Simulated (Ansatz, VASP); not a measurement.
**Two plane-wave programs on Co**

```
CELL_PARAMETERS angstrom
2.47056 0.00000 0.00000
-1.23528 2.13957 0.00000
0.00000 0.00000 8.08823
ATOMIC_POSITIONS crystal
Co 0.66667 0.33333 0.75000
Co 0.00000 0.00000 0.50000
Co 0.33333 0.66667 0.25000
Co 0.00000 0.00000 0.00000
```

Alike in both runs: task single point; functional PBE; k mesh 12 × 12 × 4; occupations fermi-dirac, width 0.05 eV; collinear spin, ferromagnetic start.

|  | VASP | Ansatz |
| --- | --- | --- |
| version | VASP 6.6.1 | Ansatz 0.2.0 |
| potentials or method | VASP PAW PBE potentials, release 64 (Co) | Ansatz PAW |
| plane-wave cutoff (eV) | 520 | 420 |
| valence electrons in the cell | 36 | 68 |

```tsv
	VASP	Ansatz	Ansatz less VASP
gap on the k mesh at the Fermi level (eV)	none	none	-
pressure (GPa)	3.7	4.7	+0.98
largest component of the traceless stress (GPa)	2.54	2.61	+0.067
net moment per atom (μB)	1.64	1.65	+0.010
size of the moment on the site where the two differ most (μB)	1.67	1.73	+0.065
```

Site moments also hang on the region over which each program counts them. A gap of «none» marks a metal or a gap that the smearing closes. The two sets of potentials don't hold the same shells in valence.
